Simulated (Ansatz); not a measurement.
# Si2Mo (P6_222) in Ansatz: a series of runs, part 2 of 2

Ansatz 0.2.0.

## 4. Relaxation of cell and atoms, PBEsol

input.yaml

```yaml
crystal:
  lattice:
    - [4.5854715599, 0.0, 0.0]
    - [-2.29273578, 3.9711348592, 0.0]
    - [0.0, 0.0, 6.5797601]
  atoms:
    - { symbol: Mo, position: [0.5, 0.5, 0.8333333333] }
    - { symbol: Mo, position: [0.0, 0.5, 0.1666666667] }
    - { symbol: Mo, position: [0.5, 0.0, 0.5] }
    - { symbol: Si, position: [0.16387298, 0.32774596, 0.5] }
    - { symbol: Si, position: [0.67225404, 0.83612702, 0.1666666667] }
    - { symbol: Si, position: [0.83612702, 0.16387298, 0.8333333333] }
    - { symbol: Si, position: [0.83612702, 0.67225404, 0.5] }
    - { symbol: Si, position: [0.32774596, 0.16387298, 0.1666666667] }
    - { symbol: Si, position: [0.16387298, 0.83612702, 0.8333333333] }
hamiltonian:
  xc: pbesol
  pseudopotentials: { kind: paw }
kpoints:
  mp_grid: { grid: [5, 5, 3] }
scf:
  occupations: { method: fermi_dirac, width: 0.05 }
output:
  forces: true
  stress: true
  eigenvalues: true
relax:
  f_tol: 0.01
  max_steps: 40
  cell: { stress_tol: 0.05 }
```

Potentials or basis: Ansatz PAW.

The run is started by

```sh
$ ansatz run input.yaml --threads 4 --pin off --max-ram 11264MiB --backend cpu --events-out ev --progress --plain --runs-dir out
```

The log of the run:

```text
Warning: RAYON_NUM_THREADS=4 ignored (pool sized by the plan → 4); use --threads N
Engine: ansatz 0.2.0, aarch64-unknown-linux-gnu
Pseudopotentials: kind: paw
Pseudopotential: Mo, paw, valence charge 14, recommended cutoff 420 eV (normal), Mo.paw.azcp
Pseudopotential: Si, paw, valence charge 4, recommended cutoff 420 eV (normal), Si.paw.azcp
Functional definition: PBEsol
  exchange = pbesol_x
  correlation = pbesol_c
Crystal: 9 atoms, lattice volume = 119.814 Å³
Basis set: ecut = 420 eV, 2331 PW (Γ), exchange–correlation on 64×64×90 points (8 copies of the dense FFT grid, shifted against one another)
Bands: 42, of which v1, the nominal top of the filled ones, is band 33 counted from 1 (32 counted from 0)
Symmetry: 12 space group operations
Space group: P6222 (ITA 180), of the structure as read, at distance tolerance 4.9e-5 Å
k-points: 10 of 75
Non-local potential: Mo, projectors of the file, l = 0: 3, l = 1: 2, l = 2: 2, l = 3: 1
[... 108 lines left out ...]
  k-point 1: bands = ["-44.3450", "-44.3325", "-44.3091", "-18.6725", "-18.6266", "-18.6143", "-18.6000", "-18.5485", "-18.5261", "-18.5117", "-18.4763", "-18.4287", "2.9903", "4.1206", "7.2099", "9.6461", "9.7547", "9.9767", "10.1633", "11.0583", "11.1964", "11.2528", "11.2961", "11.4667", "13.0461", "13.1242", "13.2673", "13.3755", "14.0200", "14.4495", "14.5843", "14.8957", "16.3367", "18.7607", "18.7705", "18.8355", "19.1789", "19.2456", "19.3144", "19.3786", "19.4049", "19.5212"]
  k-point 2: bands = ["-44.3473", "-44.3209", "-44.3183", "-18.6623", "-18.6412", "-18.6182", "-18.6079", "-18.5919", "-18.5200", "-18.4738", "-18.4692", "-18.4322", "2.9855", "5.9217", "5.9986", "7.9348", "8.9270", "9.8021", "10.1967", "11.2544", "11.8533", "11.9034", "12.3195", "12.5679", "12.9222", "13.3231", "13.4686", "13.6138", "13.6484", "13.7364", "14.0835", "14.1795", "15.6394", "17.7047", "18.0125", "18.2112", "18.3556", "18.5843", "19.1140", "19.3316", "19.6485", "19.8625"]
  k-point 9: bands = ["-44.3385", "-44.3277", "-44.3196", "-18.6770", "-18.6684", "-18.6427", "-18.6003", "-18.5566", "-18.5402", "-18.4916", "-18.4371", "-18.4287", "5.0744", "5.6819", "5.9702", "6.7152", "7.8153", "8.8124", "9.8572", "10.4114", "11.3651", "12.2192", "12.5913", "12.7823", "13.1070", "13.3770", "13.4238", "13.5420", "14.1299", "14.6869", "15.1187", "15.4352", "16.1777", "17.2279", "17.5024", "18.2353", "18.3647", "18.4415", "18.8610", "19.1915", "19.3000", "19.6711"]
--- Relaxed structure (3 steps of the walk, 3 accepted, 1 SCFs on fresh bases) ---
  F+E_penalty+E_count = -18426.55981587 eV   max|allowed force component| = 1.337e-3 eV/Å   (the final SCF, on the basis selected at the relaxed cell)
  cell:  # Å, volume = 118.9867 Å³
    - [4.5750966031132885, 2.880229855186636e-11, 3.732046268145012e-35]
    - [-2.287548301581588, 3.962149883049599, -1.220857313850118e-34]
    - [-8.568268299119384e-35, 1.7136536598238765e-34, 6.563978773610262]
  atoms:
    - { symbol: Mo, position: [0.5, 0.5, 0.8333333333333333] }
    - { symbol: Mo, position: [5.551115123125783e-17, 0.49999999999999994, 0.16666666666666663] }
    - { symbol: Mo, position: [0.49999999999999994, -1.0617473854054743e-20, 0.49999999999999994] }
    - { symbol: Si, position: [0.16420546214990506, 0.32841092429981006, 0.49999999999999994] }
    - { symbol: Si, position: [0.6715890757001899, 0.835794537850095, 0.16666666666666663] }
    - { symbol: Si, position: [0.835794537850095, 0.16420546214990506, 0.8333333333333333] }
    - { symbol: Si, position: [0.835794537850095, 0.6715890757001899, 0.49999999999999994] }
    - { symbol: Si, position: [0.3284109242998101, 0.16420546214990503, 0.16666666666666663] }
    - { symbol: Si, position: [0.164205462149905, 0.8357945378500949, 0.8333333333333333] }
```

Wall time 7 s (4 threads of Arm Neoverse V1, shared host); peak memory 0.44 GiB.

What came out:

| Quantity | Value |
| --- | --- |
| Free energy | -18426.5598 eV |
| Relaxed volume | 13.22 Å³/atom |
| Relaxed cell | a = 4.575 Å, b = 4.575 Å, c = 6.564 Å, α = 90.00°, β = 90.00°, γ = 120.00° |
| Space group after relaxing (to 0.05 Å) | P6_222 (No. 180) |
| Energy gained by relaxing | 0.5 meV/atom |
| Ionic steps | 4 |
| Pressure after relaxing | 0.0 GPa |
| Band gap on the k mesh | 0.62 eV, indirect (least direct gap 0.91 eV) |

Step by step:
| step | energy change (eV) | largest force (eV/Å) | volume (Å³) |
| --- | --- | --- | --- |
| 1 | 0.0000 | 0.0476 | 119.81 |
| 2 | -0.0042 | 0.0084 | 118.73 |
| 3 | -0.0046 | 0.0013 | 118.99 |
| 4 | -0.0044 | 0.0013 | 118.99 |

Final structure:
```yaml
crystal:
  lattice:
    - [4.57510, 0.00000, 0.00000]
    - [-2.28755, 3.96215, 0.00000]
    - [0.00000, 0.00000, 6.56398]
  atoms:
    - { symbol: Mo, position: [0.50000, 0.50000, 0.83333] }
    - { symbol: Mo, position: [0.00000, 0.50000, 0.16667] }
    - { symbol: Mo, position: [0.50000, 0.00000, 0.50000] }
    - { symbol: Si, position: [0.16421, 0.32841, 0.50000] }
    - { symbol: Si, position: [0.67159, 0.83579, 0.16667] }
    - { symbol: Si, position: [0.83579, 0.16421, 0.83333] }
    - { symbol: Si, position: [0.83579, 0.67159, 0.50000] }
    - { symbol: Si, position: [0.32841, 0.16421, 0.16667] }
    - { symbol: Si, position: [0.16421, 0.83579, 0.83333] }
```

Caveat: odd divisions of the mesh miss points on the zone boundary, where band edges often lie, so the gap on the mesh can be too wide; the plane-wave basis is chosen anew once the cell has moved, so the energies of steps on either side of that aren't comparable; the PAW data sets come from PBE, with cores solved anew for the run's functional, which leaves a small shift of forces and pressure. A k mesh can miss the band edges.

## 5. Summary

| task | level | cell | k mesh | smearing | gap on the mesh (eV) | pressure (GPa) | relaxed volume (Å³/atom) |
| --- | --- | --- | --- | --- | --- | --- | --- |
| relaxation of cell and atoms | BLYP | relaxed | 7 × 7 × 4 | fermi-dirac 0.05 eV | 0.27 | 0.0 | 14.19 |
| single point | PBE | as given | 7 × 7 × 4 | gaussian 0.012 eV | 0.27 | 3.5 | - |
| relaxation of cell and atoms | PBEsol | relaxed | 5 × 5 × 3 | fermi-dirac 0.05 eV | 0.62 | 0.0 | 13.22 |

Alike in all rows: potentials or basis Ansatz PAW; no spin polarisation; cutoff (eV) 420.

Caveats: odd divisions of the mesh miss points on the zone boundary, where band edges often lie, so the gap on the mesh can be too wide; the plane-wave basis is chosen anew once the cell has moved, so the energies of steps on either side of that aren't comparable (some runs); the PAW data sets come from PBE, with cores solved anew for the run's functional, which leaves a small shift of forces and pressure (some runs).

Absolute energies hang on the potentials; compare differences alone.
